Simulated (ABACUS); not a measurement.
Rh:

```
Rh
1.0
     0.00000    1.89785    1.89785
     1.89785    0.00000    1.89785
     1.89785    1.89785    0.00000
Rh
1
Direct
  0.00000 0.00000 0.00000
```

Base run:

| Item | Value |
| --- | --- |
| Program | ABACUS 3.10.1 |
| Functional | PW91 |
| Potentials or basis | PseudoDojo NC SR 0.4.1 PBE standard |
| Cutoff | 1211 eV |
| Density cutoff | 4844 eV |
| Basis | plane waves |
| k mesh | 10 × 10 × 10 |
| Occupations | fermi-dirac, width 0.05 eV |
| Spin | no spin polarisation |

Its results: band gap on the k mesh none (metal or under the smearing width); pressure 8.4 GPa.

The run is repeated on the same cell with these changes: functional from PW91 to HLE16; potentials or basis from PseudoDojo NC SR 0.4.1 PBE standard to GBRV ultrasoft 1.5 PBE; cutoff from 1211 eV to 544 eV; density cutoff from 4844 eV to 4354 eV; valence electrons from 17 to 15. What comes out?

Band gap on the k mesh none (metal or under the smearing width); pressure -40.5 GPa.

Caveats: the potentials were made for another functional, which shifts forces and pressure; the cell as given lies far from equilibrium (some runs); the potentials were made for a functional far from this one (some runs); so large a pressure means that the cell lies far from this level's equilibrium, or that cutoff or potentials fall short (some runs).
